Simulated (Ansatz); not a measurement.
# Ir (Fm-3m) in Ansatz: notebook, part 2 of 2

Ansatz 0.2.0. Earlier steps stand in the parts before.

## (3) Single point, exchange-only PBE, 13.22 Å³/atom (volume scaled by 0.94)

Contents of input.yaml:

```yaml
crystal:
  lattice:
    - [0.0, 1.8764951499, 1.8764951499]
    - [1.8764951499, 0.0, 1.8764951499]
    - [1.8764951499, 1.8764951499, 0.0]
  atoms:
    - { symbol: Ir, position: [0.0, 0.0, 0.0] }
hamiltonian:
  xc: { exchange: pbe, correlation: none }
  pseudopotentials: { kind: paw }
kpoints:
  mp_grid: { grid: [12, 12, 12] }
scf:
  occupations: { method: tetrahedron }
output:
  forces: true
  stress: true
  write_density: true
  write_potential: true
  elf: true
  volumetric_format: npy
```

Potentials or basis: Ansatz PAW.

Run with:

```sh
> ansatz run input.yaml --threads 1 --pin off --max-ram 2560MiB --backend cpu --events-out ev --progress --plain --runs-dir out
```

Standard output:

```text
Warning: output.forces, output.stress, relax.cell or npt_langevin: where a Kohn–Sham band that disperses or a degenerate level is filled in part under the method tetrahedron, the forces or the stress that this run publishes need not agree with its energy (scf.occupations.method in the input reference, under Limitations); prefer a smearing scheme for the forces or the stress
Warning: RAYON_NUM_THREADS=1 ignored (pool sized by the plan → 1); use --threads N
Engine: ansatz 0.2.0, aarch64-unknown-linux-gnu
Pseudopotentials: kind: paw
Pseudopotential: Ir, paw, valence charge 17, recommended cutoff 420 eV (normal), Ir.paw.azcp
Functional definition: unnamed
  exchange = pbe_x
  correlation = 0
Crystal: 1 atoms, lattice volume = 13.215 Å³
Basis set: ecut = 420 eV, 259 PW (Γ), exchange–correlation on 36×36×36 points (8 copies of the dense FFT grid, shifted against one another)
Bands: 13, of which v1, the nominal top of the filled ones, is band 9 counted from 1 (8 counted from 0)
Symmetry: 48 space group operations
Space group: Fm-3m (ITA 225), of the structure as read, at distance tolerance 2.4e-5 Å
k-points: 72 of 1728
Non-local potential: Ir, projectors of the file, l = 0: 3, l = 1: 2, l = 2: 2, l = 3: 1
PAW form: soft (Blöchl's): semilocal exchange-correlation on the pseudo side does not see the compensation charge
PAW frozen core: Ir, regenerated for the run's functional, and the local potential with it (the file was generated under x = pbe(κ = 0.804, μ = 0.2195149727645171), c = pbe(β = 0.06672455060314922))
PAW one-centre angular grid: Ir, 590 points (default); XC on 64 Gauss nodes
Initial density: superposition of atomic densities (neutral atoms: chi_scale 0, normalization atom), corrected by the library's trained network
Initial wavefunctions: pseudopotential atomic-orbital guess
Functional: x = pbe(κ = 0.804, μ = 0.2195149727645171), c = none
SCF iter   1: F=—  HF=-11805.740392 eV  |F-HF|=—  |Δ(HF+E_count)|=         —  Δρ=9.24e-3  dr2=6.40e-3  ethr=1.77e-3  ⟨swp⟩=5.9  Hψ=4867  notcnv=0
preconditioner: auto → none  [metal: no gap  n_scr=0 (ndim 8)  ℏωp=30.6 eV  f_vac=0.000]
SCF iter   2: F=—  HF=-11805.739985 eV  |F-HF|=—  |Δ(HF+E_count)|=   4.08e-4  Δρ=4.12e-3  dr2=7.15e-4  ethr=3.76e-5  ⟨swp⟩=2.1  Hψ=1817  notcnv=0  defer=20
SCF iter   3: F=—  HF=-11805.740356 eV  |F-HF|=—  |Δ(HF+E_count)|=   3.71e-4  Δρ=1.20e-3  dr2=8.35e-5  ethr=4.21e-6  ⟨swp⟩=3.0  Hψ=1795  notcnv=0  defer=20
SCF iter   4: F=—  HF=-11805.740379 eV  |F-HF|=—  |Δ(HF+E_count)|=   2.28e-5  Δρ=1.71e-4  dr2=7.70e-7  ethr=4.91e-7  ⟨swp⟩=2.0  Hψ=1533  notcnv=0  defer=20
SCF iter   5: F=-11805.740380 eV  HF=-11805.740381 eV  |F-HF|=1.29e-8  |Δ(HF+E_count)|=   1.77e-6  Δρ=1.95e-5  dr2=2.68e-8  ethr=5.88e-10  ⟨swp⟩=8.1  Hψ=5136  notcnv=0
SCF 1 converged in 5 iterations: F = -11805.740380 eV  dr2 = 2.68e-8
SCF converged after 5 iterations
Stability not checked: this state was not tested for a lower state beside it, because cold or Methfessel-Paxton smearing, or corrected tetrahedra, fill the levels in a way that the test cannot read (fill_not_monotonic; see scf.lower_state_search)
Free energy (F): -11805.740380 eV
Harris-Foulkes:  -11805.740381 eV  (|F-HF|=1.29e-8)
Internal energy: -11805.740187 eV  (E = F + TS)
E sigma→0 (E₀):  -11805.740380 eV
Entropy (-TS):   -0.000194 eV (-0.194 meV/atom)
Fermi energy:    29.897655 eV
--- Per-component energies (eV) ---
  E_band       = -17.243755
  E_kinetic    = 627.676955
  E_local      = -983.760287  (includes V_loc(G=0)·N_el)
  E_nonlocal   = 69.637710
  E_hartree    = 386.290576
  E_xc         = -247.385016
  E_vxc        = -278.082162  (∫ρ·V_xc dr)
  E_paw        = -9116.546259  (= ΣΔE_a)
  E_vpaw       = -225.301792  (= ΣTr[D̂ρ^β])
  E_aug_tail   = 0.000051  (compensation charges beyond the density's cutoff)
  E_ewald      = -2541.958643
  E_core_change = 0.304725  (= ΣΔE_core)
  E_smearing   = -0.000194  (= −TS)
  E_closure    = 0.000000  (closes the sum)
  Σ components = -11805.740380   (vs F -11805.740380, Δ=0.00e0)
--- Forces (eV/Å), atoms counted from 1 ---
  atom   1  Ir     0.00000000     0.00000000    -0.00000000
  max |Σ_I F_I| component: 7.40e-32 eV/Å
--- Stress (GPa, compression-positive) ---
       81.532051      -0.000000       0.000000
       -0.000000      81.532051       0.000000
        0.000000      -0.000000      81.532051
  P = ⅓ Tr σ = 81.5321 GPa (815.321 kbar)
--- Band table (eV; the first three rows and the last of 72) ---
  k-point 0: bands = ["-63.0514", "-19.4937", "-19.4937", "-19.4937", "18.2141", "25.6052", "25.6052", "25.6052", "28.5727", "28.5727", "43.5376", "49.3406", "49.3406"]
  k-point 1: bands = ["-63.0453", "-19.5647", "-19.5033", "-19.5033", "18.5468", "25.4307", "25.7476", "25.7476", "28.4789", "28.4789", "44.1175", "48.0861", "49.9058"]
  k-point 2: bands = ["-63.0285", "-19.7560", "-19.5293", "-19.5293", "19.4464", "25.0936", "26.0357", "26.0357", "28.3871", "28.3871", "45.2991", "46.2340", "51.5044"]
  k-point 71: bands = ["-62.9290", "-20.1611", "-20.1611", "-19.8778", "23.0553", "24.6031", "24.6031", "27.8754", "31.6132", "38.6979", "39.5858", "39.5858", "44.2091"]
```

Wall time 0.77 s (1 thread of Arm Neoverse V2, shared host); peak memory 0.25 GiB.

Results:

| Quantity | Value |
| --- | --- |
| Free energy | -11805.7404 eV |
| Pressure | 81.5 GPa |
| Band gap on the k mesh | none (metal or under the smearing width) |

Caveat: the PAW data sets come from PBE, with cores solved anew for the run's functional, which leaves a small shift of forces and pressure; with tetrahedron occupations forces and stress needn't match the slope of the energy.

## (4) Single point, exchange-only PBE, 13.50 Å³/atom (volume scaled by 0.96)

Contents of input.yaml:

```yaml
crystal:
  lattice:
    - [0.0, 1.8897103398, 1.8897103398]
    - [1.8897103398, 0.0, 1.8897103398]
    - [1.8897103398, 1.8897103398, 0.0]
  atoms:
    - { symbol: Ir, position: [0.0, 0.0, 0.0] }
hamiltonian:
  xc: { exchange: pbe, correlation: none }
  pseudopotentials: { kind: paw }
kpoints:
  mp_grid: { grid: [12, 12, 12] }
scf:
  occupations: { method: tetrahedron }
output:
  forces: true
  stress: true
```

Run with:

```sh
> ansatz run input.yaml --threads 1 --pin off --max-ram 2560MiB --backend cpu --events-out ev --progress --plain --runs-dir out
```

Wall time 0.71 s (1 thread of Arm Neoverse V2, shared host); peak memory 0.25 GiB.

It converged, with:

```
Free energy            : -11805.8725 eV
Pressure               : 69.2 GPa
Band gap on the k mesh : none (metal or under the smearing width)
```

Caveat: the PAW data sets come from PBE, with cores solved anew for the run's functional, which leaves a small shift of forces and pressure; with tetrahedron occupations forces and stress needn't match the slope of the energy.

## (5) Single point, exchange-only PBE, 13.78 Å³/atom (volume scaled by 0.98)

input.yaml, as its differences from that of step 4:

```diff
@@ -2,5 +2,5 @@
   lattice:
-    - [0.0, 1.8897103398, 1.8897103398]
-    - [1.8897103398, 0.0, 1.8897103398]
-    - [1.8897103398, 1.8897103398, 0.0]
+    - [0.0, 1.9027432368, 1.9027432368]
+    - [1.9027432368, 0.0, 1.9027432368]
+    - [1.9027432368, 1.9027432368, 0.0]
   atoms:
```

Run with:

```sh
> ansatz run input.yaml --threads 1 --pin off --max-ram 2560MiB --backend cpu --events-out ev --progress --plain --runs-dir out
```

Wall time 0.72 s (1 thread of Arm Neoverse V2, shared host); peak memory 0.25 GiB.

The run converged. Its results:

```
Free energy            : -11805.9842 eV
Pressure               : 58.2 GPa
Band gap on the k mesh : none (metal or under the smearing width)
```

Caveat: the PAW data sets come from PBE, with cores solved anew for the run's functional, which leaves a small shift of forces and pressure; with tetrahedron occupations forces and stress needn't match the slope of the energy.

## (6) Single point, exchange-only PBE, 14.06 Å³/atom

input.yaml, as its differences from that of step 5:

```diff
@@ -2,5 +2,5 @@
   lattice:
-    - [0.0, 1.9027432368, 1.9027432368]
-    - [1.9027432368, 0.0, 1.9027432368]
-    - [1.9027432368, 1.9027432368, 0.0]
+    - [0.0, 1.9156, 1.9156]
+    - [1.9156, 0.0, 1.9156]
+    - [1.9156, 1.9156, 0.0]
   atoms:
```

Potentials or basis: Ansatz PAW.

Run with:

```sh
> ansatz run input.yaml --threads 1 --pin off --max-ram 2560MiB --backend cpu --events-out ev --progress --plain --runs-dir out
```

It took 0.73 s on 1 thread of Arm Neoverse V2, shared host; peak memory 0.25 GiB.

It converged, with:

| Item | Value |
| --- | --- |
| Free energy | -11806.0776 eV |
| Pressure | 48.3 GPa |
| Band gap on the k mesh | none (metal or under the smearing width) |

Caveat: the PAW data sets come from PBE, with cores solved anew for the run's functional, which leaves a small shift of forces and pressure; with tetrahedron occupations forces and stress needn't match the slope of the energy.

## (7) Single point, exchange-only PBE, 14.34 Å³/atom (volume scaled by 1.02)

input.yaml, as its differences from that of step 6:

```diff
@@ -2,5 +2,5 @@
   lattice:
-    - [0.0, 1.9156, 1.9156]
-    - [1.9156, 0.0, 1.9156]
-    - [1.9156, 1.9156, 0.0]
+    - [0.0, 1.9282864624, 1.9282864624]
+    - [1.9282864624, 0.0, 1.9282864624]
+    - [1.9282864624, 1.9282864624, 0.0]
   atoms:
```

Run with:

```sh
> ansatz run input.yaml --threads 1 --pin off --max-ram 2560MiB --backend cpu --events-out ev --progress --plain --runs-dir out
```

Wall time 0.73 s (1 thread of Arm Neoverse V2, shared host); peak memory 0.25 GiB.

The run converged. Its results:

```
Free energy            : -11806.1546 eV
Pressure               : 39.5 GPa
Band gap on the k mesh : none (metal or under the smearing width)
```

Caveat: the PAW data sets come from PBE, with cores solved anew for the run's functional, which leaves a small shift of forces and pressure; with tetrahedron occupations forces and stress needn't match the slope of the energy.

## (8) Single point, exchange-only PBE, 14.62 Å³/atom (volume scaled by 1.04)

input.yaml, as its differences from that of step 7:

```diff
@@ -2,5 +2,5 @@
   lattice:
-    - [0.0, 1.9282864624, 1.9282864624]
-    - [1.9282864624, 0.0, 1.9282864624]
-    - [1.9282864624, 1.9282864624, 0.0]
+    - [0.0, 1.940808154, 1.940808154]
+    - [1.940808154, 0.0, 1.940808154]
+    - [1.940808154, 1.940808154, 0.0]
   atoms:
```

Run with:

```sh
> ansatz run input.yaml --threads 1 --pin off --max-ram 2560MiB --backend cpu --events-out ev --progress --plain --runs-dir out
```

Run time: 0.74 s. Hardware: 1 thread of Arm Neoverse V2, shared host; peak memory 0.25 GiB.

It converged, with:

| Item | Value |
| --- | --- |
| Free energy | -11806.2168 eV |
| Pressure | 31.5 GPa |
| Band gap on the k mesh | none (metal or under the smearing width) |

Caveat: the PAW data sets come from PBE, with cores solved anew for the run's functional, which leaves a small shift of forces and pressure; with tetrahedron occupations forces and stress needn't match the slope of the energy.

## (9) Single point, exchange-only PBE, 14.90 Å³/atom (volume scaled by 1.06)

input.yaml, as its differences from that of step 8:

```diff
@@ -2,5 +2,5 @@
   lattice:
-    - [0.0, 1.940808154, 1.940808154]
-    - [1.940808154, 0.0, 1.940808154]
-    - [1.940808154, 1.940808154, 0.0]
+    - [0.0, 1.9531703226, 1.9531703226]
+    - [1.9531703226, 0.0, 1.9531703226]
+    - [1.9531703226, 1.9531703226, 0.0]
   atoms:
```

Potentials or basis: Ansatz PAW.

Run with:

```sh
> ansatz run input.yaml --threads 1 --pin off --max-ram 2560MiB --backend cpu --events-out ev --progress --plain --runs-dir out
```

It took 0.76 s on 1 thread of Arm Neoverse V2, shared host; peak memory 0.25 GiB.

The run converged. Its results:

- Free energy: -11806.2659 eV
- Pressure: 24.4 GPa
- Band gap on the k mesh: none (metal or under the smearing width)

Caveat: the PAW data sets come from PBE, with cores solved anew for the run's functional, which leaves a small shift of forces and pressure; with tetrahedron occupations forces and stress needn't match the slope of the energy.

## (10) Equation of state, exchange-only PBE

Potentials or basis: Ansatz PAW.

This step only gathers the single runs of the series.

Results:

```yaml
Equilibrium_volume: "16.18 Å³/atom (rough: see the caveat)"
Bulk_modulus: 240 GPa (rough)
```

Energy against volume, from the lowest point:
```tsv
volume (Å³/atom)	energy (meV/atom)
13.215	525.48
13.496	393.38
13.778	281.69
14.059	188.29
14.340	111.30
14.621	49.06
14.902	0.00
```

Caveat: the potentials were made for another functional, which shifts forces and pressure; the minimum lies outside the volumes run. Spin-orbit coupling is left out, which matters for the levels of Ir.
